## A gradient functional on the wrong side

PW91-D3(BJ) gives boron phosphide a volume of 11.558 Å³/atom, while PBE gives 11.771. Both are gradient-corrected functionals (GGAs), and PW91 and PBE treat the density gradient in nearly the same way. Yet PBE lies above the measured volume and PW91-D3(BJ) below it. The suffix D3(BJ), an added dispersion energy, is the obvious suspect, and its effect on the volume can be worked out from the same run.

Boron phosphide (BP, F-43m, two-atom cell) by Kohn–Sham DFT with PAW potentials, in the programs named, releases of 2025 and 2026; the basis column gives the plane-wave cutoff. All runs use Fermi–Dirac smearing of 0.05 eV without spin polarisation. Volumes are for a static lattice at each method's own minimum; the measured volume is 11.696 Å³/atom at 299.8 K.

```
     method      rung  program                                           potentials   basis                k mesh  equilibrium volume (Å³/atom)  computed less measured (Å³/atom)
        LDA       LDA   Ansatz                                           Ansatz PAW  420 eV  10x10x10 2-atom cell                        11.321                            -0.375
       BP86       GGA     GPAW  PAW data sets made by gpaw setup for the functional  800 eV  10x10x10 2-atom cell                        11.893                             0.197
        PBE       GGA   ABINIT                                     JTH PAW PBE v2.0  544 eV     8x8x8 2-atom cell                        11.771                             0.075
  PBEsol-D4       GGA     GPAW  PAW data sets made by gpaw setup for the functional  800 eV  10x10x10 2-atom cell                        11.381                            -0.315
PW91-D3(BJ)       GGA     GPAW  PAW data sets made by gpaw setup for the functional  800 eV  10x10x10 2-atom cell                        11.558                            -0.138
   m-r2SCAN  meta-GGA   Ansatz                                           Ansatz PAW  500 eV  10x10x10 2-atom cell                        11.670                            -0.026
    PBEsol0    hybrid   Ansatz                                           Ansatz PAW  420 eV     5x5x5 2-atom cell                        11.454                            -0.242
    r2SCAN0    hybrid   Ansatz                                           Ansatz PAW  500 eV     5x5x5 2-atom cell                        11.556                            -0.140
```

## The pattern that is broken

The familiar order is that the local density approximation (LDA) makes a crystal too small and a GGA enlarges it, often past the measured volume. Here PBE lies 0.45 Å³/atom above LDA, and BP86 lies higher still. Theory gives the reason: gradient corrections to exchange favour a density that varies strongly, and stretching the bonds makes it vary more strongly relative to its own size. The energy minimum therefore moves outward.

Two GGA rows, PW91-D3(BJ) and PBEsol-D4, fall below the measured volume instead. They are also the only two rows with a dispersion correction. This correction is mainly a sum of attractions between pairs of atoms, damped at short range. Compression brings the pairs closer and makes the summed energy more negative, so the correction pulls the crystal inward.

## Slope, not depth

A dispersion energy that was large but independent of volume would strengthen the binding and leave the volume alone. What moves the minimum is the slope of that energy with volume, which acts as an inward pressure $p$. The crystal resists with its bulk modulus $B$, so the relative shrinkage is roughly $p/B$.

A weight on a spring behaves in the same way: the extension is the force divided by the stiffness. The likeness holds for small shifts only, because an ideal spring keeps its stiffness while a crystal softens as it expands. The Murnaghan equation includes this softening through $B'$, the change of $B$ with pressure. If $V_0$ is the volume with dispersion, the volume without it is

$$V=V_0\left(1-\frac{B'p}{B}\right)^{-1/B'}.$$

## The estimate for PW91

Between two neighbouring volumes of the PW91 run, the dispersion energy rises by 0.00899 eV per two-atom cell. Half of this, divided by the step in volume per atom, is the inward pressure:

$$p=\frac{0.00899/2}{11.9153-11.6816}\ \text{eV/Å}^3=0.0192\ \text{eV/Å}^3=3.08\ \text{GPa}.$$

The energy curve of the same run gives $B=167.3$ GPa and $B'=3.81$. Inserting them yields

$$V=11.558\left(1-\frac{3.81\times3.08}{167.3}\right)^{-1/3.81}=11.78\ \text{Å}^3/\text{atom}.$$

Without its dispersion term, PW91 thus lands within about 0.01 Å³/atom of PBE, closer than runs with different programs and potentials can be trusted to agree. The estimate has no adjustable constant, and the PBE row did not enter it. The break in this row is the work of the dispersion correction. The printed analysis after this text repeats the calculation for PBEsol.

## PBEsol-D4 has two reasons to be small

PBEsol-D4 lies 0.39 Å³/atom below PBE. The same calculation assigns 0.19 of this to D4 and puts PBEsol without dispersion at about 11.57 Å³/atom. Dispersion therefore explains only half of the gap.

The other half belongs mainly to the functional itself. PBEsol has a weaker gradient enhancement of exchange than PBE, so it pushes the atoms apart less. That places it between LDA and PBE, where the estimate finds it. The name of a rung is thus a poor guide to volume: the strength of the gradient term and the presence of dispersion both have to be known.

## A hybrid that seems to expand the crystal

The hybrid PBEsol0 replaces a quarter of the PBEsol exchange by exact exchange. Its volume is 0.07 Å³/atom larger than that of PBEsol-D4, as if exact exchange loosened the bonds. But PBEsol0 carries no dispersion term, so the difference cannot be credited to exact exchange alone. Against the estimated PBEsol without dispersion, the hybrid is smaller by about 0.12 Å³/atom.

The meta-GGA pair points the same way, with r2SCAN0 about 0.11 Å³/atom below m-r2SCAN. A likely cause, which these rows do not test, is that exact exchange removes part of the spurious repulsion of each electron with itself, which lets charge gather more tightly in the covalent bonds. The direction is better founded than the size. Both hybrids use a coarser k mesh than the rows they are compared with, the PBEsol comparison crosses programs, and m-r2SCAN is a modified form of the functional behind r2SCAN0.

## Off the pattern is not the same as inaccurate

Set against the measured volume, LDA misses by −3.2 % and PBEsol-D4 by −2.7 %, which is about 1 % in bond length for either. The smallest miss, −0.2 %, belongs to m-r2SCAN. That ranking compares a motionless lattice with a crystal at room temperature, whose atomic vibrations enlarge it by very roughly 0.1 Å³/atom.

With that amount taken off the measured volume, PW91-D3(BJ) and r2SCAN0 come out about 0.04 Å³/atom too small and m-r2SCAN about 0.07 too large. The order at the top thus hangs on a correction known only roughly. LDA and PBEsol-D4 remain clearly too small, and BP86 clearly too large.

The two dispersion rows now make sense together. Plain PW91 is too large, so the inward pull brings it close to the crystal. Plain PBEsol is already near the corrected volume, so a similar pull carries it too far. For anyone choosing a method for densities or lattice constants, the useful question is where the functional stands before dispersion is added.

## Beside graphite

Graphite under the same kinds of method would show the balance of pull and stiffness in a more extreme form. Its layers are held together largely by dispersion and resist being pulled apart only weakly. Plain PBE hardly binds them, and a dispersion correction changes their spacing greatly. In boron phosphide, stiff covalent bonds run in all directions, and a pull of about 3 GPa shrinks the volume by only about 2 %.

Output of the analysis:

```
Misses of each method:
          row  miss in percent of volume  miss after taking rough 0.1 off the measured volume
          LDA                     -3.206                                               -0.275
         BP86                      1.684                                                0.297
          PBE                     0.6412                                                0.175
    PBEsol-D4                     -2.693                                               -0.215
  PW91-D3(BJ)                      -1.18                                               -0.038
     m-r2SCAN                    -0.2223                                                0.074
      PBEsol0                     -2.069                                               -0.142
      r2SCAN0                     -1.197                                                -0.04
Measured volume (angstrom^3/atom): 11.7
PBE less LDA (angstrom^3/atom): 0.45
BP86 less PBE (angstrom^3/atom): 0.122
Inward pull of D4 in the PBEsol run (GPa): 2.791
Inward pull of D3(BJ) in the PW91 run (GPa): 3.083
PBEsol volume without dispersion, estimated (angstrom^3/atom): 11.57
PW91 volume without dispersion, estimated (angstrom^3/atom): 11.78
Shrinkage by D4 in the PBEsol run (angstrom^3/atom): 0.1896
Shrinkage by D3(BJ) in the PW91 run (angstrom^3/atom): 0.2229
PBE less PW91-D3(BJ) (angstrom^3/atom): 0.213
PW91 without dispersion less PBE (angstrom^3/atom): 0.009877
PBE less PBEsol-D4 (angstrom^3/atom): 0.39
Share of that gap due to D4 (percent): 48.62
PBE less PBEsol without dispersion (angstrom^3/atom): 0.2004
PBEsol0 less PBEsol-D4 (angstrom^3/atom): 0.073
PBEsol0 less PBEsol without dispersion (angstrom^3/atom): -0.1166
r2SCAN0 less m-r2SCAN (angstrom^3/atom): -0.114
Lowering of the measured volume at which m-r2SCAN and r2SCAN0 miss equally (angstrom^3/atom): 0.083
```
